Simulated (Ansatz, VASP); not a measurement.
**Ni in VASP and in Ansatz**

```
Ni
1.0
     0.00000    1.76194    1.76194
     1.76194    0.00000    1.76194
     1.76194    1.76194    0.00000
Ni
1
Direct
  0.00000 0.00000 0.00000
```

Alike in both runs: task single point; functional PBEsol; k mesh 8 × 8 × 8; occupations gaussian, width 0.1 eV; collinear spin.

|  | VASP | Ansatz |
| --- | --- | --- |
| version | VASP 6.6.1 | Ansatz 0.2.0 |
| potentials or method | VASP PAW PBE potentials, release 64 (Ni) | scalar-relativistic, plane waves, PAW |
| plane-wave cutoff (eV) | 520 | 420 |
| valence electrons in the cell | 10 | 18 |

VASP gave:

```
gap on the k mesh at the Fermi level (eV)                     : none
pressure (GPa)                                                : -10.2
net moment per atom (μB)                                      : 0.70
size of the moment on the site where the two differ most (μB) : 0.71
```

Question: Which values does Ansatz return?

Answer: gap on the k mesh at the Fermi level (eV): none; pressure (GPa): -10.4; net moment per atom (μB): 0.70; size of the moment on the site where the two differ most (μB): 0.73.

Site moments also hang on the region over which each program counts them. A gap of «none» marks a metal or a gap that the smearing closes. The two sets of potentials don't hold the same shells in valence.

Caveats: the k mesh is coarse (spacing up to 0.39 Å⁻¹), so the values aren't converged; the PAW data sets were made with another functional, which shifts forces and pressure a little (VASP).
